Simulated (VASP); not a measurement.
# TiAl (Pm-3m) in VASP: a series of runs, part 5 of 7

VASP 6.6.1. Earlier steps stand in the parts before.

### 64 Equation of state, PBE, 15.58 Å³/atom

The input, INCAR:

```
  ADDGRID = False
  ALGO = Normal
  EDIFF = 1E-4
  ENCUT = 460
  GGA = PE
  ISIF = 2
  ISMEAR = -1
  LASPH = True
  LCHARG = False
  LREAL = Auto
  LWAVE = False
  NELM = 100
  PREC = Normal
  SIGMA = 0.1
```

The input, KPOINTS:

```
k-points
0
Gamma
  7 7 7
```

The input, POSCAR:

```
TiAl
1.0
    3.1469500468      0.0000000000      0.0000000000
    0.0000000000      3.1469500468      0.0000000000
    0.0000000000      0.0000000000      3.1469500468
Ti Al
1 1
Direct
    0.0000000000      0.0000000000      0.0000000000
    0.5000000000      0.5000000000      0.5000000000
```

On the command line:

```
$ cat potpaw_PBE.64/Ti_sv/POTCAR potpaw_PBE.64/Al/POTCAR > POTCAR
$ mpirun -np 1 vasp_std > vasp.out
```

It took 2.3 s on 1 thread of Intel Xeon 6975P-C (Granite Rapids), shared host; peak memory 0.12 GiB.

These settings aren't checked as converged: the numbers below hold their error.

What came out:

| Item | Value |
| --- | --- |
| Free energy | -12.1297 eV |
| Pressure | 3.0 GPa |
| Band gap on the k mesh | none (metal or under the smearing width) |

### 65 Equation of state, PBE, 16.55 Å³/atom

INCAR is that of step 64.

KPOINTS is that of step 64.

The input, POSCAR:

```
TiAl
1.0
    3.2105419283      0.0000000000      0.0000000000
    0.0000000000      3.2105419283      0.0000000000
    0.0000000000      0.0000000000      3.2105419283
Ti Al
1 1
Direct
    0.0000000000      0.0000000000      0.0000000000
    0.5000000000      0.5000000000      0.5000000000
```

On the command line:

```
$ cat potpaw_PBE.64/Ti_sv/POTCAR potpaw_PBE.64/Al/POTCAR > POTCAR
$ mpirun -np 1 vasp_std > vasp.out
```

Run time: 2.2 s. Hardware: 1 thread of Intel Xeon 6975P-C (Granite Rapids), shared host; peak memory 0.12 GiB.

The run converged, but some of its settings lie outside the range that counts as converged, so its numbers aren't taken as properties of the crystal.

What came out:

- Free energy: -12.1427 eV
- Pressure: -3.4 GPa
- Band gap on the k mesh: none (metal or under the smearing width)

### 66 Equation of state, PBE, 15.58 Å³/atom

The input, INCAR:

```
  ADDGRID = False
  ALGO = Normal
  EDIFF = 1E-6
  ENCUT = 280
  GGA = PE
  ISIF = 2
  ISMEAR = -1
  LASPH = True
  LCHARG = False
  LREAL = False
  LWAVE = False
  NELM = 100
  PREC = Accurate
  SIGMA = 0.1
```

The input, KPOINTS:

```
k-points
0
Gamma
  9 9 9
```

The input, POSCAR:

```
TiAl
1.0
    3.1469500468      0.0000000000      0.0000000000
    0.0000000000      3.1469500468      0.0000000000
    0.0000000000      0.0000000000      3.1469500468
Ti Al
1 1
Direct
    0.0000000000      0.0000000000      0.0000000000
    0.5000000000      0.5000000000      0.5000000000
```

Potentials or basis: VASP PAW PBE potentials, release 64 (Ti_sv, Al).

On the command line:

```
$ cat potpaw_PBE.64/Ti_sv/POTCAR potpaw_PBE.64/Al/POTCAR > POTCAR
$ mpirun -np 1 vasp_std > vasp.out
```

Run time: 2.5 s. Hardware: 1 thread of Intel Xeon 6975P-C (Granite Rapids), shared host; peak memory 0.11 GiB.

These settings aren't checked as converged: the numbers below hold their error.

What came out:

```yaml
Free_energy: -12.1122 eV
Band_gap_on_the_k_mesh: none (metal or under the smearing width)
```

Caveat: the cutoff is under 1.25 times the usual one of these potentials, so pressure, stress and relaxed cells hold a basis-set (Pulay) error.

### 67 Equation of state, PBE, 16.55 Å³/atom

INCAR is that of step 66.

KPOINTS is that of step 66.

The input, POSCAR:

```
TiAl
1.0
    3.2105419283      0.0000000000      0.0000000000
    0.0000000000      3.2105419283      0.0000000000
    0.0000000000      0.0000000000      3.2105419283
Ti Al
1 1
Direct
    0.0000000000      0.0000000000      0.0000000000
    0.5000000000      0.5000000000      0.5000000000
```

On the command line:

```
$ cat potpaw_PBE.64/Ti_sv/POTCAR potpaw_PBE.64/Al/POTCAR > POTCAR
$ mpirun -np 1 vasp_std > vasp.out
```

Run time: 2.6 s. Hardware: 1 thread of Intel Xeon 6975P-C (Granite Rapids), shared host; peak memory 0.11 GiB.

These settings aren't checked as converged: the numbers below hold their error.

Results:

| Property | Result |
| --- | --- |
| Free energy | -12.1278 eV |
| Band gap on the k mesh | none (metal or under the smearing width) |

Caveat: the cutoff is under 1.25 times the usual one of these potentials, so pressure, stress and relaxed cells hold a basis-set (Pulay) error.

### 68 Equation of state, PBE, 15.58 Å³/atom

Changes to INCAR since step 67:

```diff
@@ -3,3 +3,3 @@
   EDIFF = 1E-6
-  ENCUT = 280
+  ENCUT = 650
   GGA = PE
```

The input, KPOINTS:

```
k-points
0
Gamma
  6 6 6
```

The input, POSCAR:

```
TiAl
1.0
    3.1469500468      0.0000000000      0.0000000000
    0.0000000000      3.1469500468      0.0000000000
    0.0000000000      0.0000000000      3.1469500468
Ti Al
1 1
Direct
    0.0000000000      0.0000000000      0.0000000000
    0.5000000000      0.5000000000      0.5000000000
```

On the command line:

```
$ cat potpaw_PBE.64/Ti_sv/POTCAR potpaw_PBE.64/Al/POTCAR > POTCAR
$ mpirun -np 1 vasp_std > vasp.out
```

Run time: 4.6 s. Hardware: 1 thread of Intel Xeon 6975P-C (Granite Rapids), shared host; peak memory 0.15 GiB.

These settings aren't checked as converged: the numbers below hold their error.

What came out:

```yaml
Free_energy: -12.1319 eV
Pressure: 4.4 GPa
Band_gap_on_the_k_mesh: none (metal or under the smearing width)
```

### 69 Equation of state, PBE, 16.55 Å³/atom

INCAR is that of step 68.

KPOINTS is that of step 68.

The input, POSCAR:

```
TiAl
1.0
    3.2105419283      0.0000000000      0.0000000000
    0.0000000000      3.2105419283      0.0000000000
    0.0000000000      0.0000000000      3.2105419283
Ti Al
1 1
Direct
    0.0000000000      0.0000000000      0.0000000000
    0.5000000000      0.5000000000      0.5000000000
```

Potentials or basis: VASP PAW PBE potentials, release 64 (Ti_sv, Al).

On the command line:

```
$ cat potpaw_PBE.64/Ti_sv/POTCAR potpaw_PBE.64/Al/POTCAR > POTCAR
$ mpirun -np 1 vasp_std > vasp.out
```

Run time: 4.6 s. Hardware: 1 thread of Intel Xeon 6975P-C (Granite Rapids), shared host; peak memory 0.16 GiB.

The run converged, but some of its settings lie outside the range that counts as converged, so its numbers aren't taken as properties of the crystal.

What came out:

```yaml
Free_energy: -12.1429 eV
Pressure: -2.4 GPa
Band_gap_on_the_k_mesh: none (metal or under the smearing width)
```

### 70 Equation of state, PBE, 15.58 Å³/atom

Changes to INCAR since step 69:

```diff
@@ -3,3 +3,3 @@
   EDIFF = 1E-6
-  ENCUT = 650
+  ENCUT = 520
   GGA = PE
```

The input, KPOINTS:

```
k-points
0
Gamma
  7 7 7
```

The input, POSCAR:

```
TiAl
1.0
    3.1469500468      0.0000000000      0.0000000000
    0.0000000000      3.1469500468      0.0000000000
    0.0000000000      0.0000000000      3.1469500468
Ti Al
1 1
Direct
    0.0000000000      0.0000000000      0.0000000000
    0.5000000000      0.5000000000      0.5000000000
```

On the command line:

```
$ cat potpaw_PBE.64/Ti_sv/POTCAR potpaw_PBE.64/Al/POTCAR > POTCAR
$ mpirun -np 1 vasp_std > vasp.out
```

It took 2.9 s on 1 thread of Intel Xeon 6975P-C (Granite Rapids), shared host; peak memory 0.13 GiB.

These settings aren't checked as converged: the numbers below hold their error.

What came out:

| Quantity | Value |
| --- | --- |
| Free energy | -12.1316 eV |
| Pressure | 4.6 GPa |
| Band gap on the k mesh | none (metal or under the smearing width) |

### 71 Equation of state, PBE, 16.55 Å³/atom

INCAR is that of step 70.

KPOINTS is that of step 70.

The input, POSCAR:

```
TiAl
1.0
    3.2105419283      0.0000000000      0.0000000000
    0.0000000000      3.2105419283      0.0000000000
    0.0000000000      0.0000000000      3.2105419283
Ti Al
1 1
Direct
    0.0000000000      0.0000000000      0.0000000000
    0.5000000000      0.5000000000      0.5000000000
```

On the command line:

```
$ cat potpaw_PBE.64/Ti_sv/POTCAR potpaw_PBE.64/Al/POTCAR > POTCAR
$ mpirun -np 1 vasp_std > vasp.out
```

It took 2.8 s on 1 thread of Intel Xeon 6975P-C (Granite Rapids), shared host; peak memory 0.13 GiB.

These settings aren't checked as converged: the numbers below hold their error.

Results:

| Item | Value |
| --- | --- |
| Free energy | -12.1439 eV |
| Pressure | -2.3 GPa |
| Band gap on the k mesh | none (metal or under the smearing width) |

### 72 Equation of state, PBE, 15.58 Å³/atom

Changes to INCAR since step 71:

```diff
@@ -3,3 +3,3 @@
   EDIFF = 1E-6
-  ENCUT = 520
+  ENCUT = 280
   GGA = PE
```

The input, KPOINTS:

```
k-points
0
Gamma
  10 10 10
```

The input, POSCAR:

```
TiAl
1.0
    3.1469500468      0.0000000000      0.0000000000
    0.0000000000      3.1469500468      0.0000000000
    0.0000000000      0.0000000000      3.1469500468
Ti Al
1 1
Direct
    0.0000000000      0.0000000000      0.0000000000
    0.5000000000      0.5000000000      0.5000000000
```

Potentials or basis: VASP PAW PBE potentials, release 64 (Ti_sv, Al).

On the command line:

```
$ cat potpaw_PBE.64/Ti_sv/POTCAR potpaw_PBE.64/Al/POTCAR > POTCAR
$ mpirun -np 1 vasp_std > vasp.out
```

Run time: 3.4 s. Hardware: 1 thread of Intel Xeon 6975P-C (Granite Rapids), shared host; peak memory 0.11 GiB.

These settings aren't checked as converged: the numbers below hold their error.

Results:

| Property | Result |
| --- | --- |
| Free energy | -12.1128 eV |
| Band gap on the k mesh | none (metal or under the smearing width) |

Caveat: the cutoff is under 1.25 times the usual one of these potentials, so pressure, stress and relaxed cells hold a basis-set (Pulay) error.

### 73 Equation of state, PBE, 16.55 Å³/atom

INCAR is that of step 72.

KPOINTS is that of step 72.

The input, POSCAR:

```
TiAl
1.0
    3.2105419283      0.0000000000      0.0000000000
    0.0000000000      3.2105419283      0.0000000000
    0.0000000000      0.0000000000      3.2105419283
Ti Al
1 1
Direct
    0.0000000000      0.0000000000      0.0000000000
    0.5000000000      0.5000000000      0.5000000000
```

On the command line:

```
$ cat potpaw_PBE.64/Ti_sv/POTCAR potpaw_PBE.64/Al/POTCAR > POTCAR
$ mpirun -np 1 vasp_std > vasp.out
```

Run time: 3.4 s. Hardware: 1 thread of Intel Xeon 6975P-C (Granite Rapids), shared host; peak memory 0.12 GiB.

These settings aren't checked as converged: the numbers below hold their error.

Results:

```yaml
Free_energy: -12.1278 eV
Band_gap_on_the_k_mesh: none (metal or under the smearing width)
```

Caveat: the cutoff is under 1.25 times the usual one of these potentials, so pressure, stress and relaxed cells hold a basis-set (Pulay) error.

### 74 Equation of state, PBE, 15.58 Å³/atom

Changes to INCAR since step 73:

```diff
@@ -3,3 +3,3 @@
   EDIFF = 1E-6
-  ENCUT = 280
+  ENCUT = 650
   GGA = PE
```

The input, KPOINTS:

```
k-points
0
Gamma
  7 7 7
```

The input, POSCAR:

```
TiAl
1.0
    3.1469500468      0.0000000000      0.0000000000
    0.0000000000      3.1469500468      0.0000000000
    0.0000000000      0.0000000000      3.1469500468
Ti Al
1 1
Direct
    0.0000000000      0.0000000000      0.0000000000
    0.5000000000      0.5000000000      0.5000000000
```

On the command line:

```
$ cat potpaw_PBE.64/Ti_sv/POTCAR potpaw_PBE.64/Al/POTCAR > POTCAR
$ mpirun -np 1 vasp_std > vasp.out
```

Run time: 4.6 s. Hardware: 1 thread of Intel Xeon 6975P-C (Granite Rapids), shared host; peak memory 0.15 GiB.

The run converged, but some of its settings lie outside the range that counts as converged, so its numbers aren't taken as properties of the crystal.

Results:

```
Free energy            : -12.1322 eV
Pressure               : 4.5 GPa
Band gap on the k mesh : none (metal or under the smearing width)
```

### 75 Equation of state, PBE, 16.55 Å³/atom

INCAR is that of step 74.

KPOINTS is that of step 74.

The input, POSCAR:

```
TiAl
1.0
    3.2105419283      0.0000000000      0.0000000000
    0.0000000000      3.2105419283      0.0000000000
    0.0000000000      0.0000000000      3.2105419283
Ti Al
1 1
Direct
    0.0000000000      0.0000000000      0.0000000000
    0.5000000000      0.5000000000      0.5000000000
```

Potentials or basis: VASP PAW PBE potentials, release 64 (Ti_sv, Al).

On the command line:

```
$ cat potpaw_PBE.64/Ti_sv/POTCAR potpaw_PBE.64/Al/POTCAR > POTCAR
$ mpirun -np 1 vasp_std > vasp.out
```

Wall time 4.6 s (1 thread of Intel Xeon 6975P-C (Granite Rapids), shared host); peak memory 0.15 GiB.

These settings aren't checked as converged: the numbers below hold their error.

What came out:

| Item | Value |
| --- | --- |
| Free energy | -12.1443 eV |
| Pressure | -2.3 GPa |
| Band gap on the k mesh | none (metal or under the smearing width) |

### 76 Equation of state, PBE, 15.58 Å³/atom

Changes to INCAR since step 75:

```diff
@@ -3,3 +3,3 @@
   EDIFF = 1E-6
-  ENCUT = 650
+  ENCUT = 400
   GGA = PE
```

The input, KPOINTS:

```
k-points
0
Gamma
  9 9 9
```

The input, POSCAR:

```
TiAl
1.0
    3.1469500468      0.0000000000      0.0000000000
    0.0000000000      3.1469500468      0.0000000000
    0.0000000000      0.0000000000      3.1469500468
Ti Al
1 1
Direct
    0.0000000000      0.0000000000      0.0000000000
    0.5000000000      0.5000000000      0.5000000000
```

On the command line:

```
$ cat potpaw_PBE.64/Ti_sv/POTCAR potpaw_PBE.64/Al/POTCAR > POTCAR
$ mpirun -np 1 vasp_std > vasp.out
```

Wall time 3.6 s (1 thread of Intel Xeon 6975P-C (Granite Rapids), shared host); peak memory 0.13 GiB.

The run converged, but some of its settings lie outside the range that counts as converged, so its numbers aren't taken as properties of the crystal.

What came out:

| Quantity | Value |
| --- | --- |
| Free energy | -12.1249 eV |
| Pressure | 4.3 GPa |
| Band gap on the k mesh | none (metal or under the smearing width) |

### 77 Equation of state, PBE, 16.55 Å³/atom

INCAR is that of step 76.

KPOINTS is that of step 76.

The input, POSCAR:

```
TiAl
1.0
    3.2105419283      0.0000000000      0.0000000000
    0.0000000000      3.2105419283      0.0000000000
    0.0000000000      0.0000000000      3.2105419283
Ti Al
1 1
Direct
    0.0000000000      0.0000000000      0.0000000000
    0.5000000000      0.5000000000      0.5000000000
```

On the command line:

```
$ cat potpaw_PBE.64/Ti_sv/POTCAR potpaw_PBE.64/Al/POTCAR > POTCAR
$ mpirun -np 1 vasp_std > vasp.out
```

It took 3.6 s on 1 thread of Intel Xeon 6975P-C (Granite Rapids), shared host; peak memory 0.14 GiB.

The run converged, but some of its settings lie outside the range that counts as converged, so its numbers aren't taken as properties of the crystal.

What came out:

| Quantity | Value |
| --- | --- |
| Free energy | -12.1395 eV |
| Pressure | -2.5 GPa |
| Band gap on the k mesh | none (metal or under the smearing width) |

### 78 Equation of state, PBE, 15.58 Å³/atom

Changes to INCAR since step 77:

```diff
@@ -3,3 +3,3 @@
   EDIFF = 1E-6
-  ENCUT = 400
+  ENCUT = 460
   GGA = PE
```

KPOINTS is that of step 77.

The input, POSCAR:

```
TiAl
1.0
    3.1469500468      0.0000000000      0.0000000000
    0.0000000000      3.1469500468      0.0000000000
    0.0000000000      0.0000000000      3.1469500468
Ti Al
1 1
Direct
    0.0000000000      0.0000000000      0.0000000000
    0.5000000000      0.5000000000      0.5000000000
```

Potentials or basis: VASP PAW PBE potentials, release 64 (Ti_sv, Al).

On the command line:

```
$ cat potpaw_PBE.64/Ti_sv/POTCAR potpaw_PBE.64/Al/POTCAR > POTCAR
$ mpirun -np 1 vasp_std > vasp.out
```

Wall time 3.7 s (1 thread of Intel Xeon 6975P-C (Granite Rapids), shared host); peak memory 0.13 GiB.

The run converged, but some of its settings lie outside the range that counts as converged, so its numbers aren't taken as properties of the crystal.

What came out:

| Item | Value |
| --- | --- |
| Free energy | -12.1305 eV |
| Pressure | 4.6 GPa |
| Band gap on the k mesh | none (metal or under the smearing width) |

### 79 Equation of state, PBE, 16.55 Å³/atom

INCAR is that of step 78.

KPOINTS is that of step 78.

The input, POSCAR:

```
TiAl
1.0
    3.2105419283      0.0000000000      0.0000000000
    0.0000000000      3.2105419283      0.0000000000
    0.0000000000      0.0000000000      3.2105419283
Ti Al
1 1
Direct
    0.0000000000      0.0000000000      0.0000000000
    0.5000000000      0.5000000000      0.5000000000
```

On the command line:

```
$ cat potpaw_PBE.64/Ti_sv/POTCAR potpaw_PBE.64/Al/POTCAR > POTCAR
$ mpirun -np 1 vasp_std > vasp.out
```

Wall time 3.9 s (1 thread of Intel Xeon 6975P-C (Granite Rapids), shared host); peak memory 0.14 GiB.

These settings aren't checked as converged: the numbers below hold their error.

Results:

```
Free energy            : -12.1440 eV
Pressure               : -2.3 GPa
Band gap on the k mesh : none (metal or under the smearing width)
```

### 80 Equation of state, PBE, 15.58 Å³/atom

Changes to INCAR since step 79:

```diff
@@ -3,3 +3,3 @@
   EDIFF = 1E-6
-  ENCUT = 460
+  ENCUT = 400
   GGA = PE
```

The input, KPOINTS:

```
k-points
0
Gamma
  10 10 10
```

The input, POSCAR:

```
TiAl
1.0
    3.1469500468      0.0000000000      0.0000000000
    0.0000000000      3.1469500468      0.0000000000
    0.0000000000      0.0000000000      3.1469500468
Ti Al
1 1
Direct
    0.0000000000      0.0000000000      0.0000000000
    0.5000000000      0.5000000000      0.5000000000
```

On the command line:

```
$ cat potpaw_PBE.64/Ti_sv/POTCAR potpaw_PBE.64/Al/POTCAR > POTCAR
$ mpirun -np 1 vasp_std > vasp.out
```

It took 4.6 s on 1 thread of Intel Xeon 6975P-C (Granite Rapids), shared host; peak memory 0.14 GiB.

The run converged, but some of its settings lie outside the range that counts as converged, so its numbers aren't taken as properties of the crystal.

Results:

```yaml
Free_energy: -12.1253 eV
Pressure: 4.2 GPa
Band_gap_on_the_k_mesh: none (metal or under the smearing width)
```

### 81 Equation of state, PBE, 16.55 Å³/atom

INCAR is that of step 80.

KPOINTS is that of step 80.

The input, POSCAR:

```
TiAl
1.0
    3.2105419283      0.0000000000      0.0000000000
    0.0000000000      3.2105419283      0.0000000000
    0.0000000000      0.0000000000      3.2105419283
Ti Al
1 1
Direct
    0.0000000000      0.0000000000      0.0000000000
    0.5000000000      0.5000000000      0.5000000000
```

Potentials or basis: VASP PAW PBE potentials, release 64 (Ti_sv, Al).

On the command line:

```
$ cat potpaw_PBE.64/Ti_sv/POTCAR potpaw_PBE.64/Al/POTCAR > POTCAR
$ mpirun -np 1 vasp_std > vasp.out
```

Wall time 4.5 s (1 thread of Intel Xeon 6975P-C (Granite Rapids), shared host); peak memory 0.14 GiB.

These settings aren't checked as converged: the numbers below hold their error.

What came out:

```yaml
Free_energy: -12.1395 eV
Pressure: -2.6 GPa
Band_gap_on_the_k_mesh: none (metal or under the smearing width)
```

### 82 Equation of state, PBE, 15.58 Å³/atom

Changes to INCAR since step 81:

```diff
@@ -3,3 +3,3 @@
   EDIFF = 1E-6
-  ENCUT = 400
+  ENCUT = 520
   GGA = PE
```

The input, KPOINTS:

```
k-points
0
Gamma
  9 9 9
```

The input, POSCAR:

```
TiAl
1.0
    3.1469500468      0.0000000000      0.0000000000
    0.0000000000      3.1469500468      0.0000000000
    0.0000000000      0.0000000000      3.1469500468
Ti Al
1 1
Direct
    0.0000000000      0.0000000000      0.0000000000
    0.5000000000      0.5000000000      0.5000000000
```

On the command line:

```
$ cat potpaw_PBE.64/Ti_sv/POTCAR potpaw_PBE.64/Al/POTCAR > POTCAR
$ mpirun -np 1 vasp_std > vasp.out
```

Wall time 3.8 s (1 thread of Intel Xeon 6975P-C (Granite Rapids), shared host); peak memory 0.14 GiB.

These settings aren't checked as converged: the numbers below hold their error.

Results:

```
Free energy            : -12.1314 eV
Pressure               : 4.7 GPa
Band gap on the k mesh : none (metal or under the smearing width)
```

(Part 5 of 7 ends here.)
